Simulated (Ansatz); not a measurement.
# AlAs wire along [110], 36 atoms a period, H-terminated: bands under strain, part 2 of 2

Aim: is the AlAs wire along [110], 36 atoms a period, H-terminated a metal or a semiconductor?

Ansatz 0.2.0; DFT PBE, plane waves, PAW; relaxation of a wire's period; PAW set soft_1 (the session's first sound run).

So far. Step 2 (Relaxation of atoms and period): The cell's length comes to 4.158 Å with spin left out.

### 3. Bands of the perfect wire

This step: DFT PBE, plane waves, PAW; bands of a perfect wire; PAW set soft_1 (Ansatz 0.2.0).

At the relaxed period the bands are computed along the axis; those that cross an energy going forward count the channels that a perfect wire would open there.

input.yaml

```yaml
crystal:
  lattice:
    - [24.359, 0.0, 0.0]
    - [0.0, 23.545, 0.0]
    - [0.0, 0.0, 4.1576987448]
  atoms:
    - { symbol: H, position: [0.200517669, 0.394976646, 0.0] }
    - { symbol: Al, position: [0.238677528, 0.450087829, 0.0] }
    - { symbol: As, position: [0.410126939, 0.203211964, 0.0] }
    - { symbol: As, position: [0.413114972, 0.372142181, 0.0] }
    - { symbol: H, position: [0.447523322, 0.151473232, 0.0] }
    - { symbol: Al, position: [0.474123966, 0.28710251, 0.0] }
    - { symbol: Al, position: [0.471476009, 0.459864177, 0.0] }
    - { symbol: As, position: [0.642241992, 0.205461227, 0.0] }
    - { symbol: As, position: [0.644686484, 0.368226985, 0.0] }
    - { symbol: H, position: [0.675307284, 0.150439256, 0.0] }
    - { symbol: Al, position: [0.711976588, 0.285276152, 0.0] }
    - { symbol: Al, position: [0.701523872, 0.454316653, 0.0] }
    - { symbol: H, position: [0.865412471, 0.540222297, 0.184430224] }
    - { symbol: H, position: [0.263099119, 0.285642521, 0.229844947] }
    - { symbol: H, position: [0.146071728, 0.541423709, 0.270352022] }
    - { symbol: H, position: [0.747154822, 0.286931353, 0.313095462] }
    - { symbol: As, position: [0.304939081, 0.284925379, 0.5] }
    - { symbol: As, position: [0.294633518, 0.631742717, 0.5] }
    - { symbol: As, position: [0.295090865, 0.459305106, 0.5] }
    - { symbol: H, position: [0.31297805, 0.137774514, 0.5] }
    - { symbol: H, position: [0.314245934, 0.775295536, 0.5] }
    - { symbol: Al, position: [0.3543012, 0.189929102, 0.5] }
    - { symbol: Al, position: [0.357516969, 0.377757035, 0.5] }
    - { symbol: Al, position: [0.353481411, 0.546623252, 0.5] }
    - { symbol: Al, position: [0.352187914, 0.72019803, 0.5] }
    - { symbol: As, position: [0.529400134, 0.284837494, 0.5] }
    - { symbol: As, position: [0.526590647, 0.628617563, 0.5] }
    - { symbol: As, position: [0.528060949, 0.456986533, 0.5] }
    - { symbol: As, position: [0.523741299, 0.797556516, 0.5] }
    - { symbol: H, position: [0.545928686, 0.141119851, 0.5] }
    - { symbol: H, position: [0.562070442, 0.848668004, 0.5] }
    - { symbol: Al, position: [0.585900033, 0.195136495, 0.5] }
    - { symbol: Al, position: [0.588900468, 0.371049812, 0.5] }
    - { symbol: Al, position: [0.586479512, 0.543124287, 0.5] }
    - { symbol: Al, position: [0.58462165, 0.714154037, 0.5] }
    - { symbol: As, position: [0.761452101, 0.620296481, 0.5] }
    - { symbol: As, position: [0.758264372, 0.461576825, 0.5] }
    - { symbol: H, position: [0.793646399, 0.675786447, 0.5] }
    - { symbol: H, position: [0.789029283, 0.405285596, 0.5] }
    - { symbol: Al, position: [0.831088134, 0.538497273, 0.5] }
    - { symbol: H, position: [0.747154822, 0.286931353, 0.686904538] }
    - { symbol: H, position: [0.146071728, 0.541423709, 0.729647978] }
    - { symbol: H, position: [0.263099119, 0.285642521, 0.770155053] }
    - { symbol: H, position: [0.865412471, 0.540222297, 0.815569776] }
    - { symbol: As, position: [0.187926494, 0.543103985, 0.0] }
    - { symbol: H, position: [0.193887513, 0.687891663, 0.0] }
    - { symbol: Al, position: [0.238031119, 0.638184353, 0.0] }
    - { symbol: As, position: [0.410724418, 0.544634736, 0.0] }
    - { symbol: As, position: [0.410255979, 0.716774178, 0.0] }
    - { symbol: H, position: [0.43271129, 0.863195648, 0.0] }
    - { symbol: Al, position: [0.468710045, 0.63180579, 0.0] }
    - { symbol: Al, position: [0.46575272, 0.804921156, 0.0] }
    - { symbol: As, position: [0.643687036, 0.542195551, 0.0] }
    - { symbol: As, position: [0.641982364, 0.709272327, 0.0] }
    - { symbol: H, position: [0.677429952, 0.762566818, 0.0] }
    - { symbol: Al, position: [0.705165941, 0.625479091, 0.0] }
kpoints:
  mp_grid: { grid: [1, 1, 20] }
  band_path: { path: ["Γ", Z], npoints: 90 }
scf:
  occupations: { method: fermi_dirac, width: 0.05 }
hamiltonian:
  xc: pbe
  pseudopotentials: { kind: paw, azcp: { folder: soft_1 } }
output:
  dos: { e_range: [-5, 4] }
  write_potential: true
  write_density: true
  volumetric_format: npy
```

Started as:

```console
$ ansatz run input.yaml --threads 16 --pin off --max-ram 61440MiB --backend cuda --events-out ev --progress --plain --runs-dir out --max-vram 78GiB
```

Numbers of over 12 decimals in the logs are rounded to 6 here.

Log:

```text
[...]
Crystal: 56 atoms, lattice volume = 2384.576 Å³
Basis set: ecut = 420 eV, 46443 PW (Γ)
Bands: 228, of which v1, the nominal top of the filled ones, is band 172 counted from 1 (171 counted from 0)
Symmetry: 2 space group operations
[...]
k-points: 11 of 20
[...]
SCF iter   1: F=—  HF=-97421.773742 eV  |F-HF|=—  |Δ(HF+E_count)|=         —  Δρ=3.51e-2  dr2=3.39e1  ethr=3.10e-3  ⟨swp⟩=7.0  Hψ=11130  notcnv=0  defer=44
[...]
SCF iter   6: F=—  HF=-97411.561814 eV  |F-HF|=—  |Δ(HF+E_count)|=   1.20e-3  Δρ=3.24e-4  dr2=5.05e-3  ethr=1.25e-5  ⟨swp⟩=1.9  Hψ=2721  notcnv=0  defer=463
[...]
SCF iter  10: F=—  HF=-97411.564205 eV  |F-HF|=—  |Δ(HF+E_count)|=   1.01e-3  Δρ=6.95e-6  dr2=3.59e-6  ethr=6.19e-9  ⟨swp⟩=2.0  Hψ=2925  notcnv=0  defer=463
[...]
SCF iter  12: F=-97411.564207 eV  HF=-97411.564207 eV  |F-HF|=4.39e-8  |Δ(HF+E_count)|=   2.36e-7  Δρ=1.12e-6  dr2=4.47e-8  ethr=2.91e-11  ⟨swp⟩=16.1  Hψ=12769  notcnv=0
SCF 1 converged in 12 iterations: F = -97411.564207 eV  dr2 = 4.47e-8
[...]
NSCF: frozen V_eff on 91 k-points
[...]
SCF converged after 12 iterations
[...]
```

The job ended after 23 s (1 × NVIDIA GB200 with 16 threads of Arm Neoverse V2, shared host; peak memory 3.3 GiB; 4.6 min of CPU time).

Numbers from this step:

```yaml
energy_at_zero_smearing: -97411.5634 eV
band_gap_on_the_path_through_both_edges: 0.3661 eV
```

Electronic bands along the path, in eV, zero at the Fermi level; v1 is the highest filled band, c1 the lowest empty one:

```
  point     v4     v3     v2     v1    c1    c2    c3    c4
      Γ  -1.87  -1.83  -0.48  -0.19  0.18  0.46  0.61  0.64
halfway  -2.23  -2.03  -1.58  -1.29  1.09  1.22  1.28  1.38
      Z  -2.49  -2.29  -2.20  -1.94  0.48  0.65  0.77  0.79
```

The gap is 0.366 eV, with spin left out.

On this path the gap is direct, 0.37 eV, with the valence top at Γ and the conduction bottom at Γ.

### 4. Strain along the wire, period over the relaxed period 0.97, k-mesh 1×1×15

This step: DFT PBE, plane waves, PAW; relaxation at a fixed period; PAW set soft_1 (Ansatz 0.2.0).

The period is set to 0.97 times the relaxed one and the atoms relax within it: strain changes bond lengths and angles, which shifts the bands against each other. Against the first PBE run of this kind, the mesh along the wire has 15 points against 20.

The cell differs from the one that the last finished run ended in (c 4.158 → 4.033 Å).

Edit input.yaml of step 3 so:

```diff
@@ -4,3 +4,3 @@
     - [0.0, 23.545, 0.0]
-    - [0.0, 0.0, 4.1576987448]
+    - [0.0, 0.0, 4.0329677825]
   atoms:
@@ -63,3 +63,3 @@
 kpoints:
-  mp_grid: { grid: [1, 1, 20] }
+  mp_grid: { grid: [1, 1, 15] }
   band_path: { path: ["Γ", Z], npoints: 90 }
@@ -70,6 +70,6 @@
   pseudopotentials: { kind: paw, azcp: { folder: soft_1 } }
+relax:
+  max_steps: 40
+  f_tol: 0.02
 output:
-  dos: { e_range: [-5, 4] }
-  write_potential: true
-  write_density: true
-  volumetric_format: npy
+  stress: true
```

Log:

```text
Warning: output.stress: scf.convergence.dr2_threshold = 1e-7 eV (the SCF's general default) is looser than the 5.6e-9 eV advised for a printed stress (1e-10 eV for each atom of the cell: 56). What an SCF threshold leaves in a stress goes as its square root, and in the free energy as the threshold itself, and one threshold admits the most on a small cell: [figures from the program's tests cut] Every solve of this run answers to scf.convergence.dr2_threshold,  [...]
[...]
Crystal: 56 atoms, lattice volume = 2313.039 Å³
Basis set: ecut = 420 eV, 45243 PW (Γ), exchange–correlation on 360×320×54 points (8 copies of the dense FFT grid, shifted against one another)
Bands: 228, of which v1, the nominal top of the filled ones, is band 172 counted from 1 (171 counted from 0)
Symmetry: 2 space group operations
[...]
k-points: 8 of 15
[...]
SCF iter   1: F=—  HF=-97421.628379 eV  |F-HF|=—  |Δ(HF+E_count)|=         —  Δρ=3.62e-2  dr2=3.44e1  ethr=3.10e-3  ⟨swp⟩=7.0  Hψ=8088  notcnv=0  defer=12
[...]
SCF iter   2: F=—  HF=-97412.960216 eV  |F-HF|=—  |Δ(HF+E_count)|=    8.67e0  Δρ=1.63e-2  dr2=7.01e0  ethr=3.10e-3  ⟨swp⟩=3.0  Hψ=2688  notcnv=0  defer=395
[...]
SCF iter  10: F=-97411.137607 eV  HF=-97411.137608 eV  |F-HF|=3.05e-7  |Δ(HF+E_count)|=   7.40e-6  Δρ=7.69e-6  dr2=3.70e-6  ethr=2.91e-9  ⟨swp⟩=4.0  Hψ=5107  notcnv=0
SCF 1 converged in 10 iterations: F = -97411.137607 eV  dr2 = 3.70e-6
[...]
relax step   1: F+E_penalty+E_count = -97411.13760725 eV  Δ(F+E_penalty+E_count) = +0.000e0 eV  max|allowed force component| = 4.525e-1 eV/Å  Δτ_max = 0.0000 Å  (10 SCF iters, dr2 threshold 1.00e-5 eV, accepted)
[...]
SCF 2 converged in 8 iterations: F = -97411.282751 eV  dr2 = 2.96e-6
relax step   2: F+E_penalty+E_count = -97411.28275058 eV  Δ(F+E_penalty+E_count) = -1.451e-1 eV  max|allowed force component| = 2.080e-1 eV/Å  Δτ_max = 0.1017 Å  (8 SCF iters, dr2 threshold 1.28e-5 eV, accepted)
[...]
SCF 3 converged in 7 iterations: F = -97411.289040 eV  dr2 = 5.45e-7
relax step   3: F+E_penalty+E_count = -97411.28903971 eV  Δ(F+E_penalty+E_count) = -6.289e-3 eV  max|allowed force component| = 3.460e-2 eV/Å  Δτ_max = 0.0400 Å  (7 SCF iters, dr2 threshold 2.71e-6 eV, accepted)
[...]
SCF 4 converged in 7 iterations: F = -97411.289673 eV  dr2 = 4.06e-8
relax step   4: F+E_penalty+E_count = -97411.28967329 eV  Δ(F+E_penalty+E_count) = -6.336e-4 eV  max|allowed force component| = 1.162e-2 eV/Å  Δτ_max = 0.0103 Å  (7 SCF iters, accepted)
[...]
SCF converged after 7 iterations
[...]
F+E_penalty+E_count = -97411.28967329 eV   max|allowed force component| = 1.162e-2 eV/Å
  atoms:
    - { symbol: H, position: [0.196091, 0.394959, 0] }
    - { symbol: Al, position: [0.234490, 0.449895, 0] }
    - { symbol: As, position: [0.409250, 0.203385, 0] }
    - { symbol: As, position: [0.412463, 0.372187, 0] }
    - { symbol: H, position: [0.446027, 0.151219, 0] }
    - { symbol: Al, position: [0.473276, 0.287168, 0] }
    - { symbol: Al, position: [0.470651, 0.459921, 0] }
    - { symbol: As, position: [0.644755, 0.205146, 0] }
    - { symbol: As, position: [0.647469, 0.368085, 0] }
    - { symbol: H, position: [0.677366, 0.149873, 0] }
    - { symbol: Al, position: [0.714186, 0.284999, 0] }
    - { symbol: Al, position: [0.704096, 0.454183, 0] }
    - { symbol: H, position: [0.870829, 0.540484, 0.181604] }
    - { symbol: H, position: [0.260110, 0.285572, 0.223291] }
    - { symbol: H, position: [0.141797, 0.541374, 0.276884] }
    - { symbol: H, position: [0.750661, 0.286601, 0.315870] }
    - { symbol: As, position: [0.302244, 0.284899, 0.500000] }
    - { symbol: As, position: [0.292430, 0.631892, 0.500000] }
    - { symbol: As, position: [0.292799, 0.459388, 0.500000] }
    - { symbol: H, position: [0.310021, 0.137869, 0.500000] }
    - { symbol: H, position: [0.311257, 0.775207, 0.500000] }
    - { symbol: Al, position: [0.351538, 0.189860, 0.500000] }
    - { symbol: Al, position: [0.354834, 0.377674, 0.500000] }
    - { symbol: Al, position: [0.350999, 0.546726, 0.500000] }
    - { symbol: Al, position: [0.349713, 0.720496, 0.500000] }
    - { symbol: As, position: [0.530548, 0.284601, 0.500000] }
    - { symbol: As, position: [0.527719, 0.628661, 0.500000] }
    - { symbol: As, position: [0.529158, 0.457008, 0.500000] }
    - { symbol: As, position: [0.524592, 0.797733, 0.500000] }
    - { symbol: H, position: [0.546101, 0.140946, 0.500000] }
    - { symbol: H, position: [0.562417, 0.849200, 0.500000] }
    - { symbol: Al, position: [0.586511, 0.194588, 0.500000] }
    - { symbol: Al, position: [0.589695, 0.370976, 0.500000] }
    - { symbol: Al, position: [0.587448, 0.543107, 0.500000] }
    - { symbol: Al, position: [0.585307, 0.714375, 0.500000] }
    - { symbol: As, position: [0.765861, 0.620281, 0.500000] }
    - { symbol: As, position: [0.762754, 0.461604, 0.500000] }
    - { symbol: H, position: [0.797420, 0.676120, 0.500000] }
    - { symbol: H, position: [0.792897, 0.404982, 0.500000] }
    - { symbol: Al, position: [0.835304, 0.538567, 0.500000] }
    - { symbol: H, position: [0.750661, 0.286601, 0.684130] }
    - { symbol: H, position: [0.141797, 0.541374, 0.723116] }
    - { symbol: H, position: [0.260110, 0.285572, 0.776709] }
    - { symbol: H, position: [0.870829, 0.540484, 0.818396] }
    - { symbol: As, position: [0.183907, 0.543021, 0] }
    - { symbol: H, position: [0.189364, 0.687571, 0] }
    - { symbol: Al, position: [0.233912, 0.638245, 0] }
    - { symbol: As, position: [0.410158, 0.544750, 0] }
    - { symbol: As, position: [0.409704, 0.716984, 0] }
    - { symbol: H, position: [0.431125, 0.863319, 0] }
    - { symbol: Al, position: [0.467946, 0.631936, 0] }
    - { symbol: Al, position: [0.464678, 0.805368, 0] }
    - { symbol: As, position: [0.646543, 0.542185, 0] }
    - { symbol: As, position: [0.644596, 0.709393, 0] }
    - { symbol: H, position: [0.679499, 0.763030, 0] }
    - { symbol: Al, position: [0.707673, 0.625647, 0] }
```

Run time: 25 s. Hardware: 1 × NVIDIA GB200 with 16 threads; peak memory 1.9 GiB; 4.5 min of CPU time.

Step by step:

```csv
step,energy less that of the first step (eV),largest force component (eV/Å)
1,0.0000,0.4525
2,-0.1451,0.2080
3,-0.1514,0.0346
4,-0.1521,0.0116
```

Forces are held to the 2 operations that the run works with; a distortion that breaks them can't arise in this run.

The atoms that moved most (Å):

```
atom      dx      dy      dz  length
 H44   0.132   0.006   0.011   0.133
 H13   0.132   0.006  -0.011   0.133
 H46  -0.110  -0.008   0.000   0.110
As37   0.109   0.001   0.000   0.109
  H1  -0.108   0.000   0.000   0.108
 H15  -0.104  -0.001   0.026   0.107
 H42  -0.104  -0.001  -0.026   0.107
As36   0.107   0.000   0.000   0.107
```

Numbers from this step:

```
energy at zero smearing                 : -97411.2866 eV
band gap on the path through both edges : 0.2562 eV
```

The electronic bands at the labelled points (eV, zero at the Fermi level; v1 is the highest filled band, c1 the lowest empty one):

| point | v4 | v3 | v2 | v1 | c1 | c2 | c3 | c4 |
| --- | --- | --- | --- | --- | --- | --- | --- | --- |
| Γ | -1.92 | -1.86 | -0.38 | -0.11 | 0.18 | 0.51 | 0.57 | 0.62 |
| halfway | -2.49 | -2.30 | -1.70 | -1.42 | 0.86 | 0.99 | 1.05 | 1.14 |
| Z | -2.73 | -2.57 | -2.45 | -2.18 | 0.15 | 0.37 | 0.47 | 0.49 |

The gap is 0.256 eV, against 0.366 eV under PBE at the relaxed period.

### 5. Strain along the wire, period over the relaxed period 1.06, k-mesh 1×1×14

The period is set to 1.06 times the relaxed one and the atoms relax within it: strain changes bond lengths and angles, which shifts the bands against each other. Against the first PBE run of this kind, the mesh along the wire has 14 points against 20.

The cell differs from the one that the last finished run ended in (c 4.033 → 4.407 Å).

Edit input.yaml of step 4 so:

```diff
@@ -4,3 +4,3 @@
     - [0.0, 23.545, 0.0]
-    - [0.0, 0.0, 4.0329677825]
+    - [0.0, 0.0, 4.4071606695]
   atoms:
@@ -63,3 +63,3 @@
 kpoints:
-  mp_grid: { grid: [1, 1, 15] }
+  mp_grid: { grid: [1, 1, 14] }
   band_path: { path: ["Γ", Z], npoints: 90 }
```

Log:

```text
[...]
Crystal: 56 atoms, lattice volume = 2527.651 Å³
Basis set: ecut = 420 eV, 49477 PW (Γ), exchange–correlation on 360×320×60 points (8 copies of the dense FFT grid, shifted against one another)
Bands: 228, of which v1, the nominal top of the filled ones, is band 172 counted from 1 (171 counted from 0)
Symmetry: 2 space group operations
[...]
k-points: 8 of 14
[...]
- { symbol: H, position: [0.853966, 0.539704, 0.807162] }
[...]
- { symbol: H, position: [0.203586, 0.688590, 0] }
    - { symbol: Al, position: [0.246849, 0.638106, 0] }
    - { symbol: As, position: [0.412323, 0.544648, 0] }
    - { symbol: As, position: [0.411552, 0.716838, 0] }
    - { symbol: H, position: [0.436079, 0.863600, 0] }
    - { symbol: Al, position: [0.470271, 0.631865, 0] }
    - { symbol: Al, position: [0.467801, 0.804546, 0] }
    - { symbol: As, position: [0.637475, 0.542364, 0] }
    - { symbol: As, position: [0.636640, 0.709555, 0] }
    - { symbol: H, position: [0.673774, 0.761702, 0] }
    - { symbol: Al, position: [0.699374, 0.625378, 0] }
```

The job ended after 25 s (1 × NVIDIA GB200 with 16 threads; peak memory 2.2 GiB; 4 min of CPU time).

The steps of the relaxation:

```
step  energy less that of the first step (eV)  largest force component (eV/Å)
   1                                   0.0000                          0.7039
   2                                  -0.3954                          0.3572
   3                                  -0.4625                          0.0534
   4                                  -0.4671                          0.0202
   5                                  -0.4669                          0.0509
   6                                  -0.4674                          0.0422
   7                                  -0.4682                          0.0082
```

Relaxation step 5 was tried and not accepted.

Forces are held to the 2 operations that the run works with; a distortion that breaks them can't arise in this run.

The atoms that moved most (Å):

```csv
atom,dx,dy,dz,length
H13,-0.279,-0.012,0.037,0.282
H44,-0.279,-0.012,-0.037,0.282
As37,-0.245,-0.008,0.000,0.245
H1,0.242,-0.008,0.000,0.242
Al40,-0.239,-0.007,0.000,0.239
H46,0.236,0.016,0.000,0.237
As36,-0.233,0.000,0.000,0.233
H15,0.226,0.003,-0.059,0.233
```

Numbers from this step:

| Quantity | Value |
| --- | --- |
| energy at zero smearing | -97410.6566 eV |
| band gap on the path through both edges | 0.3994 eV |

The gap is 0.399 eV, against 0.366 eV under PBE at the relaxed period.

### 6. Summary of results

| Quantity | Value |
| --- | --- |
| cell length, PBE | 4.158 Å |
| gap, PBE | 0.366 eV |
| gap, period scaled by 0.97 | 0.256 eV |
| gap, period scaled by 1.06 | 0.399 eV |

What this shows: Under PBE the cell's length is 4.16 Å, and a gap of 0.37 eV makes it a semiconductor. Strain matters: under PBE the gap goes from 0.37 eV to 0.256 eV at 0.97 times the period and 0.399 eV at 1.06 times the period. Where the gap is under about 0.35 eV, the smearing of 0.05 eV partly fills the band edges in the SCF. Plain hydrogen on a compound's surface is a simple closure: it may leave surface states, and facets that end in unlike atoms put a field across the wire, both of which shrink the gap.

[Logs are printed without paths, hosts, clocks, repeated set-up lines and the standing remarks that a program may print on its own settings, such as how far it seeks lower states.]

[Hosts, paths, dates, database ids (printed as entryN), source tags and the programs' standing remarks are cut or masked in the printed files.]
